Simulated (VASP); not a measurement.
# MgO (Fm-3m) in VASP: relaxation of cell and atoms with LDA

Aim: the relaxation of cell and atoms of MgO with LDA.

Everything below comes from runs of VASP 6.6.1. Logs are shortened: lines on timing, memory, paths and dates and some standing lists are left out, and cuts for length are marked.

**1. The structure**

It takes space group Fm-3m (No. 225, cubic). The conventional cell has a = 4.143 Å, b = 4.143 Å, c = 4.143 Å, α = 90.00°, β = 90.00°, γ = 90.00°. Around Mg (site symmetry m-3m) lie 6 O at 2.07 Å. O (site symmetry m-3m) has 6 Mg at 2.07 Å as nearest neighbours.

**2. Relaxation of cell and atoms, LDA**

File INCAR:

```
ALGO = Normal ; EDIFF = 1E-7
EDIFFG = -0.005 ; ENCUT = 600
GGA = CA ; IBRION = 2
ISIF = 3 ; ISMEAR = 0
LASPH = True ; LCHARG = False
LREAL = False ; LWAVE = False
NELM = 80 ; NSW = 90
PREC = Accurate ; SIGMA = 0.03
```

File KPOINTS:

```
k-points
0
Gamma
  12 12 12
```

File POSCAR:

```
MgO                                     
1.0
    0.0000000000      2.0716355029      2.0716355029
    2.0716355029     -0.0000000000      2.0716355029
    2.0716355029      2.0716355029     -0.0000000000
  Mg              O             
     1     1
Direct
     0.0000000000000000    0.0000000000000000    0.0000000000000000
     0.5000000000000000    0.5000000000000000    0.5000000000000000
```

Potentials or basis: VASP PAW LDA potentials, release 64 (Mg, O).

Launch:

```bash
$ cat potpaw_LDA.64/Mg/POTCAR potpaw_LDA.64/O/POTCAR > POTCAR
$ mpirun -np 1 vasp_std > vasp.out
```

OUTCAR:

```text
EDIFF = 1E-7
   EDIFFG = -0.005
   ENCUT = 600
   GGA = CA
   IBRION = 2
   ISIF = 3
   ISMEAR = 0
   LASPH = True
   LREAL = False
   NELM = 80
   NSW = 90
   PREC = Accurate

 ion  position               nearest neighbor table
   1  0.000  0.000  0.000-   2 2.07   2 2.07   2 2.07   2 2.07   2 2.07   2 2.07
   2  0.500  0.500  0.500-   1 2.07   1 2.07   1 2.07   1 2.07   1 2.07   1 2.07

  LATTYP: Found a face centered cubic cell.
 ALAT       =     4.1432710058

  Lattice vectors:

 A1 = (   0.0000000000,   2.0716355029,   2.0716355029)
 A2 = (   2.0716355029,   0.0000000000,   2.0716355029)
 A3 = (   2.0716355029,   2.0716355029,   0.0000000000)

Analysis of symmetry for initial positions (statically):
=====================================================================
 Subroutine PRICEL returns:
 Original cell was already a primitive cell.

 Routine SETGRP: Setting up the symmetry group for a
 face centered cubic supercell.

 Subroutine GETGRP returns: Found 48 space group operations
 (whereof 48 operations were pure point group operations)
 out of a pool of 48 trial point group operations.

The static configuration has the point symmetry O_h .

Analysis of symmetry for dynamics (positions and initial velocities):
=====================================================================
 Subroutine PRICEL returns:
 Original cell was already a primitive cell.

 Routine SETGRP: Setting up the symmetry group for a
 face centered cubic supercell.

 Subroutine GETGRP returns: Found 48 space group operations
 (whereof 48 operations were pure point group operations)
 out of a pool of 48 trial point group operations.

The dynamic configuration has the point symmetry O_h .

 Subroutine INISYM returns: Found 48 space group operations
 (whereof 48 operations are pure point group operations),
 and found     1 'primitive' translations

----------------------------------------------------------------------------------------

                                     Primitive cell

  volume of cell :      17.7816

  direct lattice vectors                    reciprocal lattice vectors
     0.000000000  2.071635503  2.071635503    -0.241355199  0.241355199  0.241355199
     2.071635503  0.000000000  2.071635503     0.241355199 -0.241355199  0.241355199
     2.071635503  2.071635503  0.000000000     0.241355199  0.241355199 -0.241355199

  length of vectors
     2.929735024  2.929735024  2.929735024     0.418039468  0.418039468  0.418039468

  position of ions in fractional coordinates (direct lattice)
     0.000000000  0.000000000  0.000000000
     0.500000000  0.500000000  0.500000000

  ion indices of the primitive-cell ions
   primitive index   ion index
                 1           1
                 2           2

----------------------------------------------------------------------------------------

 KPOINTS: k-points

Automatic generation of k-mesh.
 Grid dimensions read from file:
 generate k-points for:   12   12   12

 Generating k-lattice:

  Cartesian coordinates                     Fractional coordinates (reciprocal lattice)
    -0.020112933  0.020112933  0.020112933     0.083333333  0.000000000  0.000000000
     0.020112933 -0.020112933  0.020112933     0.000000000  0.083333333  0.000000000
     0.020112933  0.020112933 -0.020112933     0.000000000  0.000000000  0.083333333

  Length of vectors
     0.034836622  0.034836622  0.034836622

  Shift w.r.t. Gamma in fractional coordinates (k-lattice)
     0.000000000  0.000000000  0.000000000

 Subroutine IBZKPT returns following result:
 ===========================================

 Found     72 irreducible k-points:

 Following reciprocal coordinates:
            Coordinates               Weight
  0.000000  0.000000  0.000000      1.000000
  0.083333  0.000000  0.000000      8.000000
  0.166667  0.000000  0.000000      8.000000
  0.250000  0.000000  0.000000      8.000000
  0.333333  0.000000  0.000000      8.000000
  0.416667  0.000000  0.000000      8.000000
[... 16 lines left out ...]
  0.500000  0.166667  0.000000     24.000000
 -0.416667  0.166667  0.000000     24.000000
 [... further k-points ...]
   k-points           NKPTS =     72   k-points in BZ     NKDIM =     72   number of bands    NBANDS=      8
   number of dos      NEDOS =    301   number of ions     NIONS =      2
   total plane-waves  NPLWV =  13824
   dimension x,y,z NGX =    24 NGY =   24 NGZ =   24
   dimension x,y,z NGXF=    48 NGYF=   48 NGZF=   48
   ions per type =               1   1
   NGX,Y,Z   is equivalent  to a cutoff of  13.62, 13.62, 13.62 a.u.
   NGXF,Y,Z  is equivalent  to a cutoff of  27.24, 27.24, 27.24 a.u.
 SYSTEM =  unknown system
   PREC   = accura    normal or accurate (medium, high low for compatibility)
   ISTART =      0    job   : 0-new  1-cont  2-samecut
   ICHARG =      2    charge: 1-file 2-atom 10-const
   ISPIN  =      1    spin polarized calculation?
   LNONCOLLINEAR =      F non collinear calculations
   LSORBIT =      F    spin-orbit coupling
   LASPH  =      T    aspherical Exc in radial PAW
   ENCUT  =  600.0 eV  44.10 Ry    6.64 a.u.   5.85  5.85  5.85*2*pi/ulx,y,z
   NELM   =     80;   NELMIN=  2; NELMDL= -5     # of ELM steps
   EDIFF  = 0.1E-06   stopping-criterion for ELM
   LREAL  =      F    real-space projection
   EDIFFG = -.5E-02   stopping-criterion for IOM
   NSW    =     90    number of steps for IOM
   IBRION =      2    ionic relax: 0-MD 1-quasi-New 2-CG
   NFREE  =      1    steps in history (QN), initial steepest desc. (CG)
   ISIF   =      3    stress and relaxation
   ISYM   =      2    0-nonsym 1-usesym 2-fastsym
   POTIM  = 0.5000    time-step for ionic-motion
   TEBEG  =    0.0;   TEEND  =   0.0 temperature during run
   PSTRESS=    0.0 pullay stress
   NELECT =       8.0000    total number of electrons
   NUPDOWN=      -1.0000    fix difference up-down
   EMIN   =  10.00;   EMAX   =-10.00  energy-range for DOS
   EFERMI =   0.00;   METHOD = LEGACY
   ISMEAR =     0;   SIGMA  =   0.03  broadening in eV -4-tet -1-fermi 0-gaus
   EFERMI_NEDOS =   21; number of points for ismear=-14 and -15
   IALGO  =     38    algorithm
   IMIX   =      4    mixing-type and parameters
     AMIX     =   0.40;   BMIX     =  1.00
     AMIX_MAG =   1.60;   BMIX_MAG =  1.00
  volume/ion in A,a.u.               =       8.89        60.00
  Fermi-wavevector in a.u.,A,eV,Ry     =   1.254435  2.370538 21.410224  1.573607
  Thomas-Fermi vector in A             =   2.388240
   LORBIT       =      0    0 simple, 1 ext, 2 COOP (PROOUT), +10 PAW based schemes
   GGA     = CA    functional components
   LHFCALC =     F    Hartree Fock is set to
   AEXX    =    0.0000 exact exchange contribution
   IVDW    =     0    specifies the selected vdW correction
   LEPSILON=     F    determine dielectric tensor
   LRPA    =     F    only Hartree local field effects (RPA)
 conjugate gradient relaxation of ions
 non-spin polarized calculation
 Gauss-broadening in eV      SIGMA  =   0.03
  energy-cutoff  :      600.00
  volume of cell :       17.78
 maximum number of plane-waves:       609
   NGX = 11   NGY = 11   NGZ = 11

 number of electron       7.9999999 magnetization

 Free energy of the ion-electron system (eV)
  ---------------------------------------------------
  ext. energy  EPLUGINS =         0.00000000
  ---------------------------------------------------
  free energy    TOTEN  =       -13.44886913 eV

  energy without entropy =      -13.44886913  energy(sigma->0) =      -13.44886913

 E-fermi :   3.4000     XC(G=0): -11.8322

 val. band max:        3.2632377135   @ k =   0.0000   0.0000   0.0000
 cond. band min:       8.4183394360   @ k =   0.0000   0.0000   0.0000
 fundamental gap:      5.1551017225
 Fermi energy:         3.4000270624

 k-point     1 :       0.0000    0.0000    0.0000
  band No.  band energies     occupation
      1     -14.0045      2.00000
      2       3.2632      2.00000
      3       3.2632      2.00000
      4       3.2632      2.00000
      5       8.4183      0.00000
      6      19.0590      0.00000
      7      19.0590      0.00000
      8      19.0590      0.00000

 k-point     2 :       0.0833    0.0000    0.0000
  band No.  band energies     occupation
      1     -13.9209      2.00000
      2       2.7817      2.00000
      3       3.2105      2.00000
      4       3.2105      2.00000
      5       8.8653      0.00000
      6      18.1084      0.00000
      7      19.2422      0.00000
      8      19.2422      0.00000

 k-point     3 :       0.1667    0.0000    0.0000
  band No.  band energies     occupation
      1     -13.6837      2.00000
      2       1.6975      2.00000
      3       3.0695      2.00000
      4       3.0695      2.00000
      5       9.8137      0.00000
      6      16.7551      0.00000
      7      19.6837      0.00000
      8      19.6837      0.00000

 k-point     4 :       0.2500    0.0000    0.0000
  band No.  band energies     occupation
      1     -13.3349      2.00000
      2       0.4737      2.00000
      3       2.8847      2.00000
      4       2.8847      2.00000
      5      10.7021      0.00000
      6      15.9280      0.00000
      7      20.0298      0.00000
      8      20.0298      0.00000

 k-point     5 :       0.3333    0.0000    0.0000
  band No.  band energies     occupation
      1     -12.9508      2.00000
      2      -0.6196      2.00000
      3       2.7081      2.00000
      4       2.7081      2.00000
      5      11.1869      0.00000
      6      15.7965      0.00000
      7      20.0081      0.00000
      8      20.0081      0.00000
[... 177 lines left out ...]
 k-point    22 :       0.4167    0.1667    0.0000
  band No.  band energies     occupation
      1     -12.6794      2.00000
      2      -0.7266      2.00000
      3       1.9800      2.00000
      4       2.3741      2.00000
      5      12.3156      0.00000
      6      15.1648      0.00000
      7      18.1091      0.00000
      8      20.6296      0.00000

 k-point    23 :       0.5000    0.1667    0.0000
  band No.  band energies     occupation
      1     -12.4575      2.00000
      2      -1.1807      2.00000
      3       1.7024      2.00000
      4       2.3447      2.00000
      5      12.4327      0.00000
      6      15.7429      0.00000
      7      17.7322      0.00000
      8      20.4980      0.00000

 k-point    24 :      -0.4167    0.1667    0.0000
  band No.  band energies     occupation
      1     -12.4227      2.00000
      2      -1.2331      2.00000
      3       1.5563      2.00000
      4       2.4043      2.00000
      5      12.4920      0.00000
      6      15.9171      0.00000
      7      17.6897      0.00000
      8      20.4535      0.00000

 [... further k-points ...]

------------------------ aborting loop because EDIFF is reached ----------------------------------------

  FORCE on cell =-STRESS in cart. coord.  units (eV):
  Direction    XX          YY          ZZ          XY          YZ          ZX
  --------------------------------------------------------------------------------------
  -------------------------------------------------------------------------------------
  Total        0.0079174      0.0079174      0.0079174     -0.0000000      0.0000000      0.0000000
  in kB        0.7133823      0.7133823      0.7133823     -0.0000000      0.0000000      0.0000000
  external PRESSURE =       0.7133823 kB  Pullay stress =       0.0000000 kB

 VOLUME and BASIS-vectors are now :
 -----------------------------------------------------------------------------
  energy-cutoff  :      600.00
  volume of cell :       17.78
      direct lattice vectors                 reciprocal lattice vectors
     0.000000000  2.071635503  2.071635503    -0.241355199  0.241355199  0.241355199
     2.071635503  0.000000000  2.071635503     0.241355199 -0.241355199  0.241355199
     2.071635503  2.071635503  0.000000000     0.241355199  0.241355199 -0.241355199

 POSITION                                       TOTAL-FORCE (eV/Angst)
 -----------------------------------------------------------------------------------
      0.00000      0.00000      0.00000        -0.000000     -0.000000     -0.000000
      2.07164      2.07164      2.07164         0.000000      0.000000      0.000000
 -----------------------------------------------------------------------------------
    total drift:                               -0.000000     -0.000000      0.000000

  FREE ENERGIE OF THE ION-ELECTRON SYSTEM (eV)
  ---------------------------------------------------
  free  energy   TOTEN  =       -13.4488691272 eV

  energy  without entropy=      -13.4488691272  energy(sigma->0) =      -13.44886913

 reached required accuracy - stopping structural energy minimisation
```

It took 5.3 s on 1 thread of Intel Xeon Platinum 8488C (Sapphire Rapids), shared host; peak memory 0.13 GiB.

What came out:

```
Free energy             : -13.4489 eV
Pressure after relaxing : 0.1 GPa
Band gap on the k mesh  : 5.16 eV, direct
```

Final structure:
```
CELL_PARAMETERS angstrom
0.00000 2.07164 2.07164
2.07164 0.00000 2.07164
2.07164 2.07164 0.00000
ATOMIC_POSITIONS crystal
Mg 0.00000 0.00000 0.00000
O 0.50000 0.50000 0.50000
```

Levels at points of the mesh, in eV from the valence-band top:
| k point | band 1 | band 2 | band 3 | band 4 | band 5 | band 6 | band 7 | band 8 |
| --- | --- | --- | --- | --- | --- | --- | --- | --- |
| (0.00, 0.00, 0.00) | -17.27 | 0.00 | 0.00 | 0.00 | 5.16 | 15.80 | 15.80 | 15.80 |
| (0.50, 0.00, 0.00) | -15.78 | -4.92 | -0.72 | -0.72 | 8.05 | 12.96 | 16.51 | 16.51 |
| (0.50, 0.50, 0.00) | -15.49 | -4.36 | -1.44 | -1.44 | 8.94 | 10.25 | 13.42 | 19.39 |

Caveat: the relaxation stopped at its first step, so nothing moved.
